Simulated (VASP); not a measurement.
Wanted: the native input for a VASP 6.6.1 run.

- Task: relaxation of cell and atoms
- Functional: PBE
- Potentials or basis: VASP PAW PBE potentials, release 64 (Al, Ga_d, N)
- Cutoff: 520 eV
- k mesh: 3 × 3 × 4
- Occupations: gaussian, width 0.15 eV
- Spin: no spin polarisation
- Further INCAR settings: PREC = Normal; ALGO = Fast; EDIFF = 0.0001; IBRION = 2; EDIFFG = -0.08; NSW = 24; ISIF = 3

The structure of AlGa3N2 lies in POSCAR:

```
AlGa3N2
1.0
    2.6916015700     -4.3827121300      0.0000000000
    2.6916015700      4.3827121300      0.0000000000
    0.0000000000      0.0000000000      4.0403617900
Al Ga N
1 3 2
Direct
    0.5000000000      0.5000000000      0.0000000000
    0.1558577600      0.8441422400      0.0000000000
    0.8441422400      0.1558577600      0.0000000000
    0.0000000000      0.0000000000      0.5000000000
    0.0000000000      0.5000000000      0.5000000000
    0.5000000000      0.0000000000      0.5000000000
```

The cell was built by a generator and needn't be a form met in nature.

These files were run (other wordings do the same):

INCAR

```
SYSTEM = AlGa3N2
ALGO     = Fast           ! electronic algorithm
EDIFF    = 1E-4           ! SCF threshold, eV
EDIFFG   = -0.08          ! ionic threshold
ENCUT    = 520            ! plane-wave cutoff, eV
GGA      = PE             ! functional
IBRION   = 2              ! ionic algorithm
ISIF     = 3              ! what is computed and relaxed
ISMEAR   = 0              ! smearing method
KPAR     = 2            
LASPH    = .TRUE.         ! aspherical terms in the spheres
LCHARG   = .FALSE.        ! write CHGCAR
LREAL    = .FALSE.        ! projectors in reciprocal space
LWAVE    = .FALSE.        ! write WAVECAR
NELM     = 60             ! most SCF steps
NSW      = 24             ! ionic steps
PREC     = Normal         ! precision mode
SIGMA    = 0.15           ! smearing width, eV
```

KPOINTS

```
k-points
0
G
  3 3 4
  0 0 0
```

Potentials or basis: VASP PAW PBE potentials, release 64 (Al, Ga_d, N).

The run is started by

```sh
$ cat potpaw_PBE.64/Al/POTCAR potpaw_PBE.64/Ga_d/POTCAR potpaw_PBE.64/N/POTCAR > POTCAR
$ mpirun -np 2 vasp_std > vasp.out
```

Results of the run:

- Relaxed volume: 15.42 Å³/atom
- Relaxed cell: a = 6.432 Å, b = 6.432 Å, c = 2.850 Å, α = 90.00°, β = 90.00°, γ = 128.33°
- Space group after relaxing (to 0.05 Å): Cmmm (No. 65)
- Energy gained by relaxing: 790.9 meV/atom
- Ionic steps: 21
- Pressure after relaxing: -0.5 GPa
- Largest force after relaxing: 0.025 eV/Å
- Band gap on the k mesh: none (metal or under the smearing width)

Caveat: the k mesh is coarse (spacing up to 0.46 Å⁻¹), so the values aren't converged; the relaxation stopped at a loose force limit of 0.08 eV/Å, so its end isn't a converged minimum.

Run time: 2.6 min on 2 MPI ranks on Intel(R) Xeon(R) Platinum 8488C (Sapphire Rapids), on a shared host, peak memory 0.16 GiB a rank.
